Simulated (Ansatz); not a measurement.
# GaSb (F-43m) in Ansatz: further runs

Runs on GaSb. Level: PBEsol. Tasks: band structure.

Program: Ansatz 0.2.0. These are calculated values, not measurements. Logs are shortened: lines on timing, memory, paths and dates and some standing lists are left out, and cuts for length are marked.

**Experimental background.**

From a printed reference work, data compilation, for a bulk crystal of GaSb at 4.2 K: band gap 0.811 eV (direct).

The results are compared with them further down.

## 1. The crystal as given

Symmetry: F-43m, No. 216, cubic system. The conventional cell has a = 6.118 Å, b = 6.118 Å, c = 6.118 Å, α = 90.00°, β = 90.00°, γ = 90.00°. Sb (site symmetry -43m) has 4 Ga at 2.65 Å as nearest neighbours. Around Ga (site symmetry -43m) lie 4 Sb at 2.65 Å.

## 2. Band structure, PBEsol

Input file input.yaml:

```yaml
crystal:
  lattice:
    - [0.0, 3.059, 3.059]
    - [3.059, 0.0, 3.059]
    - [3.059, 3.059, 0.0]
  atoms:
    - { symbol: Sb, position: [0.75, 0.75, 0.75] }
    - { symbol: Ga, position: [0.0, 0.0, 0.0] }
kpoints:
  mp_grid: { grid: [8, 8, 8] }
  band_path:
    path:
      - [0.0, 0.0, 0.0]
      - [0.5, 0.0, 0.5]
      - [0.5, 0.25, 0.75]
      - [0.375, 0.375, 0.75]
      - [0.0, 0.0, 0.0]
      - [0.5, 0.5, 0.5]
      - [0.625, 0.25, 0.625]
      - [0.5, 0.25, 0.75]
    npoints: 6
scf:
  occupations: { method: fermi_dirac, width: 0.05 }
hamiltonian:
  xc: pbesol
  pseudopotentials: { kind: all_electron, lapw: { basis_error: 0.001 } }
output:
  forces: true
  stress: true
  eigenvalues: true
```

Potentials or basis: all-electron LAPW, scalar-relativistic.

Run with:

```bash
> ansatz run input.yaml --threads 1 --pin off --max-ram 3072MiB --backend cpu --events-out ev --progress --plain --runs-dir out
```

The log of the run:

```text
Warning: RAYON_NUM_THREADS=1 ignored (pool sized by the plan → 1); use --threads N
LAPW: plane waves up to 8.547 Å⁻¹, error target 1.0e-3 eV per atom; small_component_spin mean_spin; Ga in spheres of 1.299 Å, 21 of its electrons in bands, Dirac shells []; Sb in spheres of 1.350 Å, 23 of its electrons in bands, Dirac shells [] (how accurate: hamiltonian.pseudopotentials.lapw.basis_error, Limitations)
Engine: ansatz 0.2.0, x86_64-unknown-linux-gnu
Pseudopotentials: kind: all_electron
Pseudopotential: Sb, LAPW, valence charge 23, lapw/all_electron/scalar/gaussian/Sb, Koelling and Harmon's equation, gaussian nucleus
Pseudopotential: Ga, LAPW, valence charge 21, lapw/all_electron/scalar/gaussian/Ga, Koelling and Harmon's equation, gaussian nucleus
Functional definition: PBEsol
  exchange = pbesol_x
  correlation = pbesol_c
Crystal: 2 atoms, lattice volume = 57.249 Å³
Basis set: ecut = 278.30117156099976 eV, 609 PW (Γ), exchange–correlation at level 2
Bands: 27, of which v1, the nominal top of the filled ones, is band 22 counted from 1 (21 counted from 0)
Symmetry: 24 space group operations
Space group: F-43m (ITA 216), of the structure as read, at distance tolerance 3.9e-5 Å
k-points: 29 of 512 (time reversal used)
Non-local potential: Sb, projectors of the file, none
Non-local potential: Ga, projectors of the file, none
Initial density: superposition of atomic densities (chi_scale 0.1, normalization cell, long waves kept (reshape's long-wave potential 0.00 eV rms))
Initial wavefunctions: plane waves of lowest kinetic energy (no species holds an atomic orbital)
Functional: x = pbesol(κ = 0.804, μ = 0.12345679012345678), c = pbesol(β = 0.046)
iter 1 solved again at ethr=6.27e-4 eV; its pass at ethr=1.00e-1 eV (dr2=2.76e-1 eV) is discarded
SCF iter   1: F=—  HF=-229152.188333 eV  |F-HF|=—  |Δ(HF+E_count)|=         —  Δρ=2.09e-2  dr2=2.77e-1  ethr=6.27e-4  ⟨swp⟩=2.8  Hψ=5050  notcnv=0
preconditioner: auto → none  [insulator: Δε(μ)=0.397 eV  Ē_g=15.044 eV  σ=0.050 eV  W_gap=0.53  n_scr=14 (ndim 8)  ℏωp=20.8 eV  f_vac=0.129  D(μ)=0.05/eV (n_scr^D=0)  ε∞_Penn≈2.9]
SCF iter   2: F=—  HF=-229152.115307 eV  |F-HF|=—  |Δ(HF+E_count)|=   7.30e-2  Δρ=9.30e-3  dr2=5.39e-2  ethr=6.27e-4  ⟨swp⟩=2.0  Hψ=2320  notcnv=0
iter 3 solved again at ethr=1.10e-5 eV; its pass at ethr=1.22e-4 eV (dr2=4.86e-3 eV) is discarded
SCF iter   3: F=—  HF=-229152.109517 eV  |F-HF|=—  |Δ(HF+E_count)|=   5.79e-3  Δρ=2.72e-3  dr2=4.86e-3  ethr=1.10e-5  ⟨swp⟩=2.0  Hψ=3914  notcnv=0
SCF iter   4: F=—  HF=-229152.099818 eV  |F-HF|=—  |Δ(HF+E_count)|=   9.70e-3  Δρ=3.96e-4  dr2=5.72e-5  ethr=1.10e-5  ⟨swp⟩=2.0  Hψ=2184  notcnv=0
SCF iter   5: F=—  HF=-229152.099867 eV  |F-HF|=—  |Δ(HF+E_count)|=         —  Δρ=7.00e-5  dr2=2.09e-6  ethr=1.30e-7  ⟨swp⟩=3.0  Hψ=2267  notcnv=0
the basis was enlarged: its passes take 121.9 KiB over the memory plan, 1 of 1 planned eigensolver slots
SCF iter   6: F=-229152.099870 eV  HF=-229152.099870 eV  |F-HF|=6.46e-8  |Δ(HF+E_count)|=   2.70e-6  Δρ=1.06e-5  dr2=5.90e-8  ethr=4.74e-9  ⟨swp⟩=3.0  Hψ=2296  notcnv=0
SCF 1 converged in 6 iterations: F = -229152.099870 eV  dr2 = 5.90e-8
NSCF: frozen V_eff on 43 k-points
SCF converged after 6 iterations
Free energy (F): -229152.099870 eV
Harris-Foulkes:  -229152.099870 eV  (|F-HF|=6.46e-8)
Internal energy: -229152.099356 eV  (E = F + TS)
E sigma→0 (E₀):  -229152.099613 eV
Entropy (-TS):   -0.000514 eV (-0.257 meV/atom)
Fermi energy:    9.692990 eV
--- Per-component energies (eV) ---
  E_band       = -1773.551022
  E_kinetic    = 239670.072590
  E_xc         = -6585.362864
  E_electrostatic = -462236.809083  (all electrons and nuclei)
  E_smearing   = -0.000514  (= −TS)
  E_closure    = 0.000000  (closes the sum)
  E_atoms      = -229143.970572  (free atoms, spherical and without spin; not in F)
  Σ components = -229152.099870   (vs F -229152.099870, Δ=0.00e0)
  Basis errors (estimates in eV, not in F): energy 4.4e-4 per atom: plane waves 3.9e-4 (2.3e-4 summed), levels above the bands 9.9e-61, relativity 1.4e-8, radial functions 4.5e-5, core shells 4.6e-8; eigenvalues (radial functions only) 9.2e-7; not estimated: angular momenta, meshes, grids; target (lapw.basis_error) 1.0e-3; muffin-tin radii Ga 1.299 Å, Sb 1.350 Å
--- Forces (eV/Å), atoms counted from 1 ---
  atom   1  Sb    -0.00000000     0.00000000     0.00000000
  atom   2  Ga     0.00000000    -0.00000000     0.00000000
  max |Σ_I F_I| component: 1.97e-17 eV/Å
--- Stress (GPa, compression-positive) ---
       -0.148294       0.000000      -0.000000
        0.000000      -0.148294       0.000000
       -0.000000       0.000000      -0.148294
  P = ⅓ Tr σ = -0.1483 GPa (-1.483 kbar)
--- Band table (eV; the first three rows and the last of 29) ---
  k-point 0: bands = ["-134.1017", "-133.8605", "-87.1278", "-87.1278", "-87.1278", "-84.7610", "-84.7610", "-84.7610", "-19.0606", "-19.0606", "-19.0606", "-19.0402", "-19.0402", "-5.3476", "-5.3476", "-5.3476", "-5.2979", "-5.2979", "-1.8639", "9.6234", "9.6397", "9.6397", "9.6397", "12.4097", "12.4097", "12.4097", "15.2762"]
  k-point 1: bands = ["-134.1016", "-133.8605", "-87.1278", "-87.1278", "-87.1278", "-84.7610", "-84.7610", "-84.7610", "-19.0605", "-19.0602", "-19.0602", "-19.0401", "-19.0401", "-5.3520", "-5.3457", "-5.3457", "-5.2982", "-5.2982", "-1.7036", "7.6120", "9.3862", "9.3862", "10.6374", "12.7567", "12.7567", "13.0298", "16.1331"]
  k-point 2: bands = ["-134.1016", "-133.8605", "-87.1278", "-87.1278", "-87.1278", "-84.7610", "-84.7610", "-84.7610", "-19.0603", "-19.0592", "-19.0592", "-19.0398", "-19.0398", "-5.3624", "-5.3414", "-5.3414", "-5.2986", "-5.2986", "-1.2473", "5.5964", "8.9379", "8.9379", "10.4015", "13.2720", "13.2720", "14.7818", "16.7030"]
  k-point 28: bands = ["-134.1016", "-133.8606", "-87.1278", "-87.1278", "-87.1278", "-84.7610", "-84.7610", "-84.7610", "-19.0600", "-19.0583", "-19.0546", "-19.0407", "-19.0382", "-5.3882", "-5.3290", "-5.3242", "-5.3039", "-5.2988", "0.6293", "2.9637", "6.2702", "6.4914", "13.3048", "13.8923", "14.0152", "14.3479", "19.5345"]
```

It took 40 s on 1 thread of Intel Xeon at 2.50GHz (Skylake/Cascade Lake), shared host; peak memory 0.33 GiB.

What came out:

```
Free energy             : -229152.0999 eV
Pressure                : -0.1 GPa
Band gap along the path : none (metal or under the smearing width)
```

Levels at the corners of the path, in eV from the Fermi level:
| point | band 19 | band 20 | band 21 | band 22 | band 23 | band 24 | band 25 | band 26 |
| --- | --- | --- | --- | --- | --- | --- | --- | --- |
| Γ | -11.56 | -0.07 | -0.05 | -0.05 | -0.05 | 2.72 | 2.72 | 2.72 |
| X | -9.11 | -6.87 | -2.63 | -2.63 | 0.80 | 1.11 | 8.64 | 8.64 |
| W | -9.06 | -6.73 | -3.42 | -3.20 | 3.61 | 4.20 | 4.32 | 4.65 |
| K | -9.17 | -6.68 | -3.69 | -2.25 | 1.29 | 3.78 | 6.52 | 6.76 |
| Γ | -11.56 | -0.07 | -0.05 | -0.05 | -0.05 | 2.72 | 2.72 | 2.72 |
| L | -9.93 | -6.44 | -1.21 | -1.21 | 0.30 | 3.68 | 3.68 | 6.28 |
| U | -9.17 | -6.68 | -3.69 | -2.25 | 1.29 | 3.78 | 6.52 | 6.76 |
| W | -9.06 | -6.73 | -3.42 | -3.20 | 3.61 | 4.20 | 4.32 | 4.65 |

Caveat: spin-orbit coupling is left out, which moves the levels of the heavy elements.

## 3. Band structure, PBEsol

Changes to input.yaml since step 2:

```diff
@@ -25,3 +25,6 @@
   xc: pbesol
-  pseudopotentials: { kind: all_electron, lapw: { basis_error: 0.001 } }
+  pseudopotentials:
+    kind: all_electron
+    lapw: { basis_error: 0.001 }
+    relativity: none
 output:
```

Potentials or basis: all-electron LAPW, non-relativistic.

Run with:

```bash
> ansatz run input.yaml --threads 1 --pin off --max-ram 3072MiB --backend cpu --events-out ev --progress --plain --runs-dir out
```

The log of the run:

```text
Warning: RAYON_NUM_THREADS=1 ignored (pool sized by the plan → 1); use --threads N
LAPW: plane waves up to 8.542 Å⁻¹, error target 1.0e-3 eV per atom; Ga in spheres of 1.300 Å, 21 of its electrons in bands, Dirac shells []; Sb in spheres of 1.350 Å, 23 of its electrons in bands, Dirac shells [] (how accurate: hamiltonian.pseudopotentials.lapw.basis_error, Limitations)
[... 2 set-up lines as earlier in the session ...]
Pseudopotential: Sb, LAPW, valence charge 23, lapw/all_electron/none/Sb, Schrödinger's equation, point nucleus
Pseudopotential: Ga, LAPW, valence charge 21, lapw/all_electron/none/Ga, Schrödinger's equation, point nucleus
[... 3 set-up lines as earlier in the session ...]
Crystal: 2 atoms, lattice volume = 57.249 Å³
Basis set: ecut = 278.0004327370485 eV, 609 PW (Γ), exchange–correlation at level 2
Bands: 27, of which v1, the nominal top of the filled ones, is band 22 counted from 1 (21 counted from 0)
[... 2 set-up lines as earlier in the session ...]
k-points: 29 of 512 (time reversal used)
[... 5 set-up lines as earlier in the session ...]
iter 1 solved again at ethr=7.16e-4 eV; its pass at ethr=1.00e-1 eV (dr2=3.15e-1 eV) is discarded
SCF iter   1: F=—  HF=-224118.360705 eV  |F-HF|=—  |Δ(HF+E_count)|=         —  Δρ=2.23e-2  dr2=3.17e-1  ethr=7.16e-4  ⟨swp⟩=2.6  Hψ=5041  notcnv=0
preconditioner: auto → none  [insulator: Δε(μ)=0.946 eV  Ē_g=15.287 eV  σ=0.050 eV  W_gap=1.00  n_scr=14 (ndim 8)  ℏωp=20.8 eV  f_vac=0.105  D(μ)=0.00/eV (n_scr^D=0)  ε∞_Penn≈2.9]
SCF iter   2: F=—  HF=-224118.276842 eV  |F-HF|=—  |Δ(HF+E_count)|=   8.39e-2  Δρ=9.87e-3  dr2=5.97e-2  ethr=7.16e-4  ⟨swp⟩=2.0  Hψ=2320  notcnv=0
iter 3 solved again at ethr=1.07e-5 eV; its pass at ethr=1.36e-4 eV (dr2=4.71e-3 eV) is discarded
SCF iter   3: F=—  HF=-224118.272429 eV  |F-HF|=—  |Δ(HF+E_count)|=   4.41e-3  Δρ=2.52e-3  dr2=4.72e-3  ethr=1.07e-5  ⟨swp⟩=2.0  Hψ=3918  notcnv=0
SCF iter   4: F=—  HF=-224118.260055 eV  |F-HF|=—  |Δ(HF+E_count)|=   1.24e-2  Δρ=4.54e-4  dr2=7.65e-5  ethr=1.07e-5  ⟨swp⟩=2.1  Hψ=2189  notcnv=0
SCF iter   5: F=—  HF=-224118.260125 eV  |F-HF|=—  |Δ(HF+E_count)|=         —  Δρ=6.11e-5  dr2=1.69e-6  ethr=1.74e-7  ⟨swp⟩=3.0  Hψ=2267  notcnv=0
the basis was enlarged: its passes take 174.2 KiB over the memory plan, 1 of 1 planned eigensolver slots
SCF iter   6: F=—  HF=-224118.260126 eV  |F-HF|=—  |Δ(HF+E_count)|=   1.30e-6  Δρ=1.00e-5  dr2=5.53e-8  ethr=3.84e-9  ⟨swp⟩=3.0  Hψ=2287  notcnv=0
SCF iter   7: F=-224118.260126 eV  HF=-224118.260126 eV  |F-HF|=2.26e-8  |Δ(HF+E_count)|=   5.40e-8  Δρ=3.34e-6  dr2=1.27e-8  ethr=1.26e-10  ⟨swp⟩=3.0  Hψ=2296  notcnv=0
SCF 1 converged in 7 iterations: F = -224118.260126 eV  dr2 = 1.27e-8
NSCF: frozen V_eff on 43 k-points
SCF converged after 7 iterations
Free energy (F): -224118.260126 eV
Harris-Foulkes:  -224118.260126 eV  (|F-HF|=2.26e-8)
Internal energy: -224118.260120 eV  (E = F + TS)
E sigma→0 (E₀):  -224118.260123 eV
Entropy (-TS):   -0.000005 eV (-0.003 meV/atom)
Fermi energy:    10.178225 eV
--- Per-component energies (eV) ---
  E_band       = -1733.104542
  E_kinetic    = 224004.959938
  E_xc         = -6437.761342
  E_electrostatic = -441685.458716  (all electrons and nuclei)
  E_smearing   = -0.000005  (= −TS)
  E_closure    = 0.000000  (closes the sum)
  E_atoms      = -224109.843255  (free atoms, spherical and without spin; not in F)
  Σ components = -224118.260126   (vs F -224118.260126, Δ=0.00e0)
  Basis errors (estimates in eV, not in F): energy 4.4e-4 per atom: plane waves 3.9e-4 (2.3e-4 summed), levels above the bands 1.6e-58, relativity 0.0e0, radial functions 4.7e-5, core shells 3.9e-8; eigenvalues (radial functions only) 9.9e-7; not estimated: angular momenta, meshes, grids; target (lapw.basis_error) 1.0e-3; muffin-tin radii Ga 1.300 Å, Sb 1.350 Å
--- Forces (eV/Å), atoms counted from 1 ---
  atom   1  Sb    -0.00000000     0.00000000    -0.00000000
  atom   2  Ga    -0.00000000    -0.00000000     0.00000000
  max |Σ_I F_I| component: 4.63e-18 eV/Å
--- Stress (GPa, compression-positive) ---
        0.428015      -0.000000      -0.000000
       -0.000000       0.428015       0.000000
       -0.000000       0.000000       0.428015
  P = ⅓ Tr σ = 0.4280 GPa (4.280 kbar)
--- Band table (eV; the first three rows and the last of 29) ---
  k-point 0: bands = ["-128.8283", "-122.8855", "-84.5748", "-84.5748", "-84.5748", "-83.4222", "-83.4222", "-83.4222", "-20.5547", "-20.5547", "-20.5547", "-20.5363", "-20.5363", "-5.7148", "-5.7148", "-5.7148", "-5.6672", "-5.6672", "-1.1373", "9.7946", "9.7946", "9.7946", "10.8580", "12.4816", "12.4816", "12.4816", "15.6667"]
  k-point 1: bands = ["-128.8283", "-122.8855", "-84.5748", "-84.5748", "-84.5748", "-83.4222", "-83.4222", "-83.4222", "-20.5546", "-20.5544", "-20.5544", "-20.5362", "-20.5362", "-5.7172", "-5.7131", "-5.7131", "-5.6675", "-5.6675", "-0.9725", "8.1199", "9.5361", "9.5361", "11.3317", "12.8355", "12.8355", "13.3401", "16.4467"]
  k-point 2: bands = ["-128.8283", "-122.8855", "-84.5748", "-84.5748", "-84.5748", "-83.4222", "-83.4222", "-83.4222", "-20.5544", "-20.5536", "-20.5536", "-20.5360", "-20.5360", "-5.7231", "-5.7092", "-5.7092", "-5.6678", "-5.6678", "-0.4972", "6.0634", "9.0841", "9.0841", "11.0124", "13.3493", "13.3493", "15.2030", "16.8906"]
  k-point 28: bands = ["-128.8283", "-122.8855", "-84.5748", "-84.5748", "-84.5747", "-83.4222", "-83.4222", "-83.4222", "-20.5540", "-20.5529", "-20.5498", "-20.5366", "-20.5347", "-5.7401", "-5.6984", "-5.6933", "-5.6729", "-5.6676", "1.6708", "3.2990", "6.3907", "6.6136", "13.5840", "13.9897", "14.3712", "14.4178", "19.7296"]
```

Wall time 44 s (1 thread of Intel Xeon at 2.50GHz (Skylake/Cascade Lake), shared host); peak memory 0.33 GiB.

What came out:

```yaml
Free_energy: -224118.2601 eV
Pressure: 0.4 GPa
Band_gap_on_the_k_mesh: 0.82 eV, indirect (least direct gap 1.06 eV)
Band_gap_along_the_path: 0.82 eV, indirect (least direct gap 1.06 eV)
```

Levels at the corners of the path, in eV from the valence-band top:
```tsv
point	band 20	band 21	band 22	band 23	band 24	band 25
Γ	0.00	0.00	0.00	1.06	2.69	2.69
X	-6.65	-2.60	-2.60	0.86	1.27	8.73
W	-6.50	-3.40	-3.18	3.79	4.20	4.58
K	-6.43	-3.67	-2.21	1.42	3.88	6.69
Γ	0.00	0.00	0.00	1.06	2.69	2.69
L	-6.20	-1.16	-1.16	0.82	3.63	3.63
U	-6.43	-3.67	-2.21	1.42	3.88	6.69
W	-6.50	-3.40	-3.18	3.79	4.20	4.58
```

Caveat: relativity is left out, which matters for the heavier elements; spin-orbit coupling is left out, which moves the levels of the heavy elements.

## 4. Band structure, PBEsol

Changes to input.yaml since step 3:

```diff
@@ -25,6 +25,3 @@
   xc: pbesol
-  pseudopotentials:
-    kind: all_electron
-    lapw: { basis_error: 0.001 }
-    relativity: none
+  pseudopotentials: { kind: all_electron, datasets: crystal }
 output:
@@ -33 +30,3 @@
   eigenvalues: true
+  elf: true
+  volumetric_format: npy
```

Potentials or basis: all-electron PAW datasets made for the crystal.

Run with:

```bash
> ansatz run input.yaml --threads 1 --pin off --max-ram 3072MiB --backend cpu --events-out ev --progress --plain --runs-dir out
```

Wall time 35 s (1 thread of Intel Xeon at 2.50GHz (Skylake/Cascade Lake), shared host); peak memory 0.49 GiB.

The run converged. Its results:

```
Free energy             : -229152.1005 eV
Pressure                : -0.1 GPa
Band gap along the path : none (metal or under the smearing width)
```

Levels at the corners of the path, in eV from the Fermi level:
```csv
point,band 10,band 11,band 12,band 13,band 14,band 15,band 16,band 17,band 18
Γ,-14.99,-11.56,-0.07,-0.05,-0.05,-0.05,2.72,2.72,2.72
X,-14.99,-9.11,-6.87,-2.63,-2.63,0.80,1.12,8.64,8.64
W,-14.99,-9.06,-6.73,-3.42,-3.20,3.61,4.20,4.32,4.66
K,-14.99,-9.17,-6.68,-3.69,-2.25,1.29,3.78,6.52,6.76
Γ,-14.99,-11.56,-0.07,-0.05,-0.05,-0.05,2.72,2.72,2.72
L,-14.99,-9.93,-6.44,-1.21,-1.21,0.30,3.68,3.68,6.28
U,-14.99,-9.17,-6.68,-3.69,-2.25,1.29,3.78,6.52,6.76
W,-14.99,-9.06,-6.73,-3.42,-3.20,3.61,4.20,4.32,4.66
```

Caveat: spin-orbit coupling is left out, which moves the levels of the heavy elements.

## 5. Overview

| potentials or basis | cutoff (eV) | basis error allowed | pressure (GPa) |
| --- | --- | --- | --- |
| all-electron LAPW, scalar-relativistic | 278 | 0.001 eV/atom | -0.1 |
| all-electron LAPW, non-relativistic | 278 | 0.001 eV/atom | 0.4 |
| all-electron PAW datasets made for the crystal | 260 | - | -0.1 |

Alike in all rows: task band structure; level PBEsol; no spin polarisation; cell as given; k mesh 8 × 8 × 8; smearing fermi-dirac 0.05 eV.

Caveats: spin-orbit coupling is left out, which moves the levels of the heavy elements; relativity is left out, which matters for the heavier elements (some runs).

Compare energies only between runs with the same functional and basis.

## 6. Against experiment

Step 2. Against the measured gap of GaSb, 0.811 eV (direct; 4.2 K; a printed reference work, data compilation), the calculated 0.00 eV is off by -0.81 eV. Spin-orbit coupling on Ga, Sb is left out. The value is that of PBEsol, without temperature or zero-point motion. Semilocal functionals fall short of measured gaps as a rule.

Step 3. A measured direct gap of GaSb is 0.811 eV (direct; 4.2 K; a printed reference work, data compilation); the calculated 1.06 eV misses it by +0.25 eV. Spin-orbit coupling on Ga, Sb is left out. The value is that of PBEsol, without temperature or zero-point motion.

Step 4. Measured gap of GaSb: 0.811 eV (direct; 4.2 K; a printed reference work, data compilation). This calculation gives 0.00 eV (-0.81 eV). Spin-orbit coupling on Ga, Sb is left out. The value is that of PBEsol, without temperature or zero-point motion. Semilocal functionals fall short of measured gaps as a rule.
